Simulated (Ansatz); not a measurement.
# Te2Mo in Ansatz: band structure with RPBE

Aim: the band structure of Te2Mo with RPBE.

Everything below comes from runs of Ansatz 0.2.0. Logs are shortened: lines on timing, memory, paths and dates and some standing lists are left out, and cuts for length are marked.

## Step 1: The slab as given

The cell holds a slab with vacuum, 6 atoms: a = 6.362 Å, b = 3.480 Å, c = 36.176 Å, α = 90.00°, β = 90.14°, γ = 90.00°.

## Step 2: Band structure, RPBE

input.yaml reads:

```yaml
crystal:
  lattice:
    - [6.3616090156, 0.0, 0.0]
    - [0.0, 3.48040306, 0.0]
    - [-0.0857412231, 0.0, 36.1758904685]
  atoms:
    - { symbol: Te, position: [0.4292511, 0.75, 0.54070358] }
    - { symbol: Te, position: [0.5707489, 0.25, 0.45929642] }
    - { symbol: Te, position: [0.92084787, 0.25, 0.55652732] }
    - { symbol: Te, position: [0.07915213, 0.75, 0.44347268] }
    - { symbol: Mo, position: [0.18134756, 0.25, 0.49746537] }
    - { symbol: Mo, position: [0.81865244, 0.75, 0.50253463] }
hamiltonian:
  xc: rpbe
  pseudopotentials: { kind: paw }
kpoints:
  mp_grid: { grid: [4, 8, 1] }
  band_path:
    path:
      - [[0.0, 0.0, 0.0], [0.0, 0.0, 0.5], [-0.4997944133, 0.0, 0.5067361864], [-0.5, 0.0, 0.5], [-0.5, 0.5, 0.5], [-0.5002055867, 0.5, 0.4932638136], [-0.5, 0.5, 0.0], [-0.5, 0.0, 0.0], [-0.5002055867, 0.0, 0.4932638136]]
      - [[-0.4997944133, 0.5, 0.5067361864], [0.0, 0.5, 0.5], [0.0, 0.5, 0.0]]
      - [[0.0, 0.0, 0.5], [0.0, 0.5, 0.5]]
    npoints: 14
scf:
  occupations: { method: fermi_dirac, width: 0.05 }
  n_extra_bands: 15
output:
  forces: true
  stress: true
  eigenvalues: true
  fatbands: false
```

Potentials or basis: Ansatz PAW.

Launch:

```bash
$ ansatz run input.yaml --threads 2 --pin off --max-ram 5632MiB --backend cpu --events-out ev --progress --plain --runs-dir out
```

The log of the run:

```text
Warning: RAYON_NUM_THREADS=2 ignored (pool sized by the plan → 2); use --threads N
scf.n_extra_bands = 15 over 46 filled bands (N_el = 92.0): the run solves 61 bands
Engine: ansatz 0.2.0, aarch64-unknown-linux-gnu
Pseudopotentials: kind: paw
Pseudopotential: Te, paw, valence charge 16, recommended cutoff 420 eV (normal), Te.paw.azcp
Pseudopotential: Mo, paw, valence charge 14, recommended cutoff 420 eV (normal), Mo.paw.azcp
Functional definition: RPBE
  parameter kappa = 0.804
  parameter beta = 0.06672455060314922
  exchange = rpbe_x(kappa = kappa, mu = beta*pi^2/3)
  correlation = pbe_c(beta = beta)
Crystal: 6 atoms, lattice volume = 800.969 Å³
Basis set: ecut = 420 eV, 15635 PW (Γ), exchange–correlation on 90×48×486 points (8 copies of the dense FFT grid, shifted against one another)
Bands: 61, of which v1, the nominal top of the filled ones, is band 46 counted from 1 (45 counted from 0)
Symmetry: 4 space group operations
Space group: P21/m (ITA 11), of the structure as read, at distance tolerance 9.3e-5 Å
k-points: 15 of 32
Non-local potential: Te, projectors of the file, l = 0: 2, l = 1: 2, l = 2: 2, l = 3: 2
Non-local potential: Mo, projectors of the file, l = 0: 3, l = 1: 2, l = 2: 2, l = 3: 1
PAW form: soft (Blöchl's): semilocal exchange-correlation on the pseudo side does not see the compensation charge
PAW frozen core: Te, regenerated for the run's functional, and the local potential with it (the file was generated under x = pbe(κ = 0.804, μ = 0.2195149727645171), c = pbe(β = 0.06672455060314922))
PAW frozen core: Mo, regenerated for the run's functional, and the local potential with it (the file was generated under x = pbe(κ = 0.804, μ = 0.2195149727645171), c = pbe(β = 0.06672455060314922))
PAW one-centre angular grid: Te, 590 points (default); XC on 64 Gauss nodes
PAW one-centre angular grid: Mo, 590 points (default); XC on 64 Gauss nodes
Initial density: superposition of atomic densities (neutral atoms: chi_scale 0, normalization atom), corrected by the library's trained network
Initial wavefunctions: pseudopotential atomic-orbital guess
Functional: x = rpbe, c = pbe(β = 0.06672455060314922)
SCF iter   1: F=—  HF=-37882.948157 eV  |F-HF|=—  |Δ(HF+E_count)|=         —  Δρ=2.54e-3  dr2=9.53e-2  ethr=1.77e-3  ⟨swp⟩=9.9  Hψ=4325  notcnv=0  defer=32
preconditioner: auto → LDOS  [metal: Δε(μ)=0.145 eV  Ē_g=8.092 eV  σ=0.050 eV  W_gap=0.46  n_scr=72 (ndim 8)  ℏωp=7.9 eV  f_vac=0.785  D(μ)=0.98/eV (n_scr^D=4)  β→1.0]
SCF iter   2: F=—  HF=-37883.013008 eV  |F-HF|=—  |Δ(HF+E_count)|=   6.49e-2  Δρ=3.81e-3  dr2=5.76e-1  ethr=1.04e-4  ⟨swp⟩=4.5  Hψ=2205  notcnv=0  defer=105
SCF iter   3: F=—  HF=-37882.953202 eV  |F-HF|=—  |Δ(HF+E_count)|=   5.98e-2  Δρ=9.73e-4  dr2=2.46e-2  ethr=1.04e-4  ⟨swp⟩=3.0  Hψ=1567  notcnv=0  defer=105
SCF iter   4: F=—  HF=-37882.950300 eV  |F-HF|=—  |Δ(HF+E_count)|=   2.90e-3  Δρ=1.58e-4  dr2=4.85e-4  ethr=2.68e-5  ⟨swp⟩=2.0  Hψ=976  notcnv=0  defer=105
SCF iter   5: F=—  HF=-37882.950181 eV  |F-HF|=—  |Δ(HF+E_count)|=   1.19e-4  Δρ=5.23e-5  dr2=3.76e-5  ethr=5.27e-7  ⟨swp⟩=3.0  Hψ=1568  notcnv=0  defer=105
SCF iter   6: F=—  HF=-37882.950393 eV  |F-HF|=—  |Δ(HF+E_count)|=   2.12e-4  Δρ=1.14e-5  dr2=2.26e-6  ethr=4.08e-8  ⟨swp⟩=2.1  Hψ=1531  notcnv=0  defer=105
SCF iter   7: F=—  HF=-37882.950394 eV  |F-HF|=—  |Δ(HF+E_count)|=   5.74e-7  Δρ=4.16e-6  dr2=2.57e-7  ethr=2.46e-9  ⟨swp⟩=3.0  Hψ=1747  notcnv=0  defer=105
SCF iter   8: F=-37882.950394 eV  HF=-37882.950394 eV  |F-HF|=4.10e-8  |Δ(HF+E_count)|=   2.24e-7  Δρ=1.24e-6  dr2=2.09e-8  ethr=1.09e-10  ⟨swp⟩=22.5  Hψ=5215  notcnv=0
SCF 1 converged in 8 iterations: F = -37882.950394 eV  dr2 = 2.09e-8
NSCF: frozen V_eff on 157 k-points
SCF converged after 8 iterations
Free energy (F): -37882.950394 eV
Harris-Foulkes:  -37882.950394 eV  (|F-HF|=4.10e-8)
Internal energy: -37882.941965 eV  (E = F + TS)
E sigma→0 (E₀):  -37882.946179 eV
Entropy (-TS):   -0.008429 eV (-1.405 meV/atom)
Fermi energy:    -1.276250 eV
--- Per-component energies (eV) ---
  E_band       = -2419.685360
  E_kinetic    = 1604.539605
  E_local      = -157180.012047  (includes V_loc(G=0)·N_el)
  E_nonlocal   = -959.449306
  E_hartree    = 78397.289291
  E_xc         = -865.169170
  E_vxc        = -873.958117  (∫ρ·V_xc dr)
  E_paw        = -25102.136243  (= ΣΔE_a)
  E_vpaw       = -1805.370627  (= ΣTr[D̂ρ^β])
  E_aug_tail   = -0.000631  (compensation charges beyond the density's cutoff)
  E_ewald      = 66222.334639
  E_core_change = -0.338103  (= ΣΔE_core)
  E_smearing   = -0.008429  (= −TS)
  E_closure    = -0.000000  (closes the sum)
  Σ components = -37882.950394   (vs F -37882.950394, Δ=0.00e0)
--- Forces (eV/Å), atoms counted from 1 ---
  atom   1  Te     0.06051045     0.00000000     0.19719091
  atom   2  Te    -0.06051045     0.00000000    -0.19719091
  atom   3  Te    -0.01747099     0.00000000     0.45518463
  atom   4  Te     0.01747099     0.00000000    -0.45518463
  atom   5  Mo     0.10260228     0.00000000     0.01796564
  atom   6  Mo    -0.10260228     0.00000000    -0.01796564
  max |Σ_I F_I| component: 1.39e-17 eV/Å
--- Stress (GPa, compression-positive) ---
        0.485491       0.000000       0.017590
        0.000000       0.380600       0.000000
        0.017590       0.000000       0.487863
  P = ⅓ Tr σ = 0.4513 GPa (4.513 kbar)
--- Band table (eV; the first three rows and the last of 15) ---
  k-point 0: bands = ["-62.3072", "-62.2501", "-38.2278", "-38.2211", "-38.2099", "-38.2088", "-38.1769", "-38.1695", "-38.1546", "-38.1402", "-38.1294", "-38.1270", "-38.0696", "-38.0667", "-38.0535", "-38.0512", "-38.0020", "-37.9914", "-37.9499", "-37.9426", "-37.9330", "-37.9288", "-36.5387", "-36.4771", "-36.4327", "-36.3210", "-36.2654", "-36.1196", "-14.0432", "-13.0888", "-12.2782", "-12.0611", "-6.8453", "-6.1930", "-5.8823", "-5.1724", "-3.9782", "-3.7207", "-3.6089", "-3.1950", "-2.9258", "-2.5536", "-2.2184", "-1.8703", "-1.5777", "-1.1065", "-0.6265", "-0.2055", "0.4423", "0.8573", "0.9762", "1.9855", "2.1168", "2.1294", "2.4843", "2.7457", "3.2501", "3.4733", "3.6113", "3.8050", "3.8087"]
  k-point 1: bands = ["-62.3042", "-62.2515", "-38.2249", "-38.2178", "-38.2105", "-38.2103", "-38.1781", "-38.1711", "-38.1538", "-38.1405", "-38.1295", "-38.1272", "-38.0663", "-38.0637", "-38.0550", "-38.0528", "-38.0027", "-37.9929", "-37.9497", "-37.9428", "-37.9325", "-37.9286", "-36.5374", "-36.4958", "-36.4240", "-36.3354", "-36.2571", "-36.1214", "-13.8703", "-12.9798", "-12.1997", "-11.9516", "-6.6699", "-6.0094", "-5.8144", "-5.1042", "-4.1360", "-4.0260", "-3.7315", "-3.4752", "-2.9616", "-2.6035", "-2.3352", "-2.1158", "-1.6124", "-1.4200", "-1.2723", "0.0438", "0.6291", "0.6828", "0.8013", "1.1075", "1.5471", "2.0464", "2.7369", "2.9642", "3.4466", "3.6716", "3.8747", "4.0246", "4.1391"]
  k-point 2: bands = ["-62.2961", "-62.2557", "-38.2199", "-38.2143", "-38.2098", "-38.2097", "-38.1811", "-38.1752", "-38.1518", "-38.1416", "-38.1296", "-38.1278", "-38.0592", "-38.0590", "-38.0555", "-38.0554", "-38.0040", "-37.9967", "-37.9493", "-37.9436", "-37.9313", "-37.9280", "-36.5436", "-36.5369", "-36.4032", "-36.3559", "-36.2403", "-36.1313", "-13.3781", "-12.6806", "-12.0079", "-11.6923", "-6.2355", "-5.8795", "-5.3871", "-5.0925", "-4.9279", "-4.2749", "-4.1400", "-4.0324", "-3.3035", "-3.0372", "-2.9987", "-2.5728", "-2.1425", "-1.6525", "-1.0947", "-0.2286", "0.2911", "0.6681", "0.7976", "0.8739", "1.6634", "1.9523", "3.2522", "3.5436", "3.9015", "4.0250", "4.2490", "4.4178", "4.7353"]
  k-point 14: bands = ["-62.2733", "-62.2733", "-38.2204", "-38.2204", "-38.2001", "-38.2001", "-38.1835", "-38.1835", "-38.1463", "-38.1463", "-38.1288", "-38.1288", "-38.0614", "-38.0614", "-38.0461", "-38.0461", "-38.0040", "-38.0040", "-37.9459", "-37.9459", "-37.9283", "-37.9283", "-36.5908", "-36.5908", "-36.3631", "-36.3631", "-36.1806", "-36.1806", "-12.1034", "-12.1034", "-11.6861", "-11.6861", "-6.9493", "-6.9493", "-5.9112", "-5.9112", "-4.5864", "-4.5864", "-3.6453", "-3.6453", "-3.5537", "-3.5537", "-2.9900", "-2.9900", "-2.1312", "-2.1312", "-0.1662", "-0.1662", "0.6259", "0.6259", "1.0390", "1.0390", "2.1562", "2.1562", "3.3181", "3.3181", "4.0116", "4.0116", "4.6264", "4.6264", "5.4234"]
```

Wall time 2.3 min (2 threads of Arm Neoverse V1, shared host); peak memory 3.4 GiB.

Results:

```yaml
Free_energy: -37882.9504 eV
Largest_force: 0.456 eV/Å
Band_gap_on_the_k_mesh: none (metal or under the smearing width)
```

Forces in eV/Å, atoms in the order of the input:
```
Te   0.061  0.000  0.197
Te  -0.061  0.000 -0.197
Te  -0.017  0.000  0.455
Te   0.017  0.000 -0.455
Mo   0.103  0.000  0.018
Mo  -0.103  0.000 -0.018
```

Levels at the corners of the path, in eV from the Fermi level:
```
point  band 44  band 45  band 46  band 47  band 48  band 49
    Γ    -0.59    -0.30     0.17     0.65     1.07     1.72
    Y    -0.59    -0.30     0.17     0.65     1.07     1.72
    H    -0.82    -0.78    -0.65     0.12     1.08     1.47
    C    -0.82    -0.78    -0.65     0.12     1.08     1.47
    E    -1.71    -0.85    -0.85     1.11     1.11     1.90
   M1    -1.71    -0.85    -0.85     1.11     1.11     1.90
    A    -1.71    -0.85    -0.85     1.11     1.11     1.90
    X    -0.82    -0.78    -0.65     0.12     1.08     1.47
   H1    -0.82    -0.78    -0.65     0.12     1.08     1.47
    M    -1.71    -0.85    -0.85     1.11     1.11     1.90
    D    -1.61    -1.40    -1.40     1.19     1.19     1.46
    Z    -1.61    -1.40    -1.40     1.19     1.19     1.46
    Y    -0.59    -0.30     0.17     0.65     1.07     1.72
    D    -1.61    -1.40    -1.40     1.19     1.19     1.46
```

Caveat: spin-orbit coupling is left out, which moves the levels of the heavy elements; the PAW data sets come from PBE, with cores solved anew for the run's functional, which leaves a small shift of forces and pressure.
